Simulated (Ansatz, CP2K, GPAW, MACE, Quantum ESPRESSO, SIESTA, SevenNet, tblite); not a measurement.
**A faulty CP2K run on H-capped AlAs nanowire along [111] (40 atoms)**

Program: CP2K 2026.2, a calculation on a cell of 9 Al, 9 As and 22 H, with vacuum.

input.inp

```
&GLOBAL
  PROJECT cell
  RUN_TYPE ENERGY_FORCE
  PRINT_LEVEL LOW
&END GLOBAL
&FORCE_EVAL
  METHOD QS
  &DFT
    BASIS_SET_FILE_NAME BASIS_MOLOPT
    POTENTIAL_FILE_NAME GTH_POTENTIALS
    &MGRID
      CUTOFF 450
      REL_CUTOFF 50
    &END MGRID
    &QS
      EPS_DEFAULT 1.0E-12
    &END QS
    &SCF
      SCF_GUESS ATOMIC
      EPS_SCF 1.0E-06
      MAX_SCF 2
      ADDED_MOS 20
      &DIAGONALIZATION
        ALGORITHM STANDARD
      &END DIAGONALIZATION
      &SMEAR ON
        METHOD FERMI_DIRAC
        ELECTRONIC_TEMPERATURE [K] 580
      &END SMEAR
      &MIXING
        METHOD BROYDEN_MIXING
        ALPHA 0.15
        NBROYDEN 8
      &END MIXING
      &PRINT
        &RESTART OFF
        &END RESTART
      &END PRINT
    &END SCF
    &XC
      &XC_FUNCTIONAL PBE
      &END XC_FUNCTIONAL
    &END XC
    &PRINT
      &MULLIKEN ON
      &END MULLIKEN
      &LOWDIN ON
      &END LOWDIN
      &MO ON
        EIGENVALUES T
        OCCUPATION_NUMBERS T
        MO_INDEX_RANGE 36 59
        &EACH
          QS_SCF 0
        &END EACH
        ADD_LAST NUMERIC
      &END MO
    &END PRINT
  &END DFT
  &SUBSYS
    &CELL
      A 19.58599 0.00000 0.00000
      B 0.00000 16.54490 0.00000
      C 0.00000 0.00000 9.80514
    &END CELL
    &COORD
      Al 7.83773 7.19256 3.24129
      As 7.78073 7.16841 5.78386
      Al 5.82899 8.26600 9.77180
      As 5.72851 8.37106 2.36461
      Al 7.71140 9.43374 6.53179
      As 7.76917 9.47460 8.94258
      Al 11.75590 7.19306 3.32306
      As 11.79233 7.16841 5.72963
      Al 9.78085 6.01705 6.51365
      As 9.79691 5.94061 8.97337
[... 26 atom lines left out ...]
      H 13.80264 6.85091 9.29410
      H 15.03519 9.06545 9.27390
      H 15.06026 7.53968 2.98557
      H 13.78227 9.80633 2.94860
    &END COORD
    &KIND Al
      BASIS_SET DZVP-MOLOPT-SR-GTH-q3
      POTENTIAL GTH-PBE-q3
    &END KIND
    &KIND As
      BASIS_SET DZVP-MOLOPT-SR-GTH-q5
      POTENTIAL GTH-PBE-q5
    &END KIND
    &KIND H
      BASIS_SET DZVP-MOLOPT-SR-GTH-q1
      POTENTIAL GTH-PBE-q1
    &END KIND
  &END SUBSYS
  &PRINT
    &FORCES ON
    &END FORCES
  &END PRINT
&END FORCE_EVAL
```

Run with:

```bash
$ OMP_NUM_THREADS=1 cp2k.psmp -i input.inp > output.txt
```

Numbers of over 12 decimals in the logs are rounded to 6 here.

What it wrote:

```text
CP2K| version string:                                       CP2K version 2026.2
 CP2K| Input file name                                                 input.inp
 GLOBAL| Basis set file name                                        BASIS_MOLOPT
 GLOBAL| Potential file name                                      GTH_POTENTIALS
 GLOBAL| Run type                                                   ENERGY_FORCE
 GLOBAL| Total number of message passing processes                             1
 GLOBAL| Number of threads for this process                                    1
 TOTAL NUMBERS AND MAXIMUM NUMBERS
  Total number of            - Atomic kinds:                                   3
                             - Atoms:                                         40
                             - Shell sets:                                    40
                             - Shells:                                       156
                             - Primitive Cartesian functions:                182
                             - Cartesian basis functions:                    362
                             - Spherical basis functions:                    344
  Maximum angular momentum of- Orbital basis functions:                        2
                             - Local part of the GTH pseudopotential:          2
                             - Non-local part of the GTH pseudopotential:      4
 SCF PARAMETERS         Density guess:                                    ATOMIC
                        max_scf:                                               2
                        eps_scf:                                        1.00E-06
                        added MOs                                        20    0
                        Mixing method:                            BROYDEN_MIXING
                                                charge density mixing in g-space
                        Smear method:                                FERMI_DIRAC
                        Electronic temperature [K]:                        580.0
                        Electronic temperature [a.u.]:                  1.84E-03
                        Accuracy threshold:                             1.00E-10
 Extrapolation method: initial_guess
 Number of electrons:                                                         94
 Number of occupied orbitals:                                                 47
 Number of molecular orbitals:                                                67
 Number of orbital functions:                                                344
 Number of independent orbital functions:                                    344
 SCF WAVEFUNCTION OPTIMIZATION
  Step     Update method      Time    Convergence         Total energy    Change
     1 NoMix/Diag. 0.15E+00    5.1     1.10068319       -85.8241282878 -8.58E+01
     2 Broy./Diag. 0.15E+00    6.5     0.03607560       -88.3718402680 -2.55E+00
  Leaving inner SCF loop after reaching     2 steps.
  Electronic density on regular grids:        -94.0000000000        0.0000000000
  Core density on regular grids:               93.9999999998       -0.0000000002
  Total charge density on r-space grids:       -0.0000000002
  Total charge density g-space grids:          -0.0000000002
  Overlap energy of the core charge distribution:               4.73422e-06
  Self energy of the core charge distribution:               -203.867736
  Core Hamiltonian energy:                                     49.926873
  Hartree energy:                                              94.330132
  Exchange-correlation energy:                                -28.761114
  Electronic entropic energy:                                  -0.000000
  Fermi energy:                                                -0.111114
  Total energy:                                               -88.371840
  Total energy (extrapolated to T->0):                        -88.371840
 *   ___                                                                       *
 *  /   \                                                                      *
 * [ABORT]                                                                     *
 *  \___/     SCF run NOT converged. To continue the calculation regardless,   *
 *    |             please set the keyword IGNORE_CONVERGENCE_FAILURE.         *
 *  O/|                                                                        *
 * /| |                                                                        *
```

Elapsed: 17 s, on 1 thread of Arm Neoverse V2, shared host; peak memory 3.7 GiB.

Banners, paths, timers and routine set-up lines are dropped from the logs unmarked, and long logs keep their key lines alone; longer cuts are marked.

**Question.** What is wrong with this input?

Too few SCF iterations: iteration limit 2.

The run ended unconverged.

[Also dropped from logs without a mark: logging warnings of Python, and SIESTA's first energy breakdown and zero terms.]

[Logs are printed without paths, hosts, clocks, repeated set-up lines and the standing remarks that a program may print on its own settings, such as how far it seeks lower states.]

[Hosts, paths, dates, database ids (printed as entryN), source tags and the programs' standing remarks are cut or masked in the printed files.]
